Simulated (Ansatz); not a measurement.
SnTe₃: relaxed-ion elastic tensor

All numbers below come from DFT PBE, scalar-relativistic, plane waves, PAW (Ansatz 0.2.0). Settings: 420 eV plane-wave cutoff, Γ-centred 8×8×6 mesh, Gaussian smearing of 0.10 eV. No spin polarisation.

The cell, relaxed at this level:
```
Sn Te
1.0
     4.49101    0.00000    0.00000
     0.00000    4.49101    0.00000
     0.00000    0.00000    6.52441
Sn Te
1 3
Direct
  0.00000 0.00000 0.00000
  0.50000 0.50000 0.00000
  0.50000 0.50000 0.50000
  0.00000 0.00000 0.50000
```

It was reached by relaxing an invented guess, and it needn't be the stable form of this composition. In a metal, frequencies and elastic constants depend on the k mesh and the smearing, soft modes and shear constants most. Spin–orbit coupling is left out, which matters for heavy elements.

(1) Give the relaxed-ion elastic constants (GPa, Voigt order xx yy zz yz xz xy, on the Cartesian axes of the cell above).

(2) Is the crystal stable against homogeneous strain?

## Answers

(1)
C11 = 77.4, C12 = 51.5, C13 = 7.3, C22 = 77.4, C23 = 7.3, C33 = 108.8, C44 = 3.8, C55 = 3.8, C66 = 65.9 GPa; the others vanish.

(2) Too close to call: the least eigenvalue is 3.8 GPa, within what the k mesh leaves open in a metal.
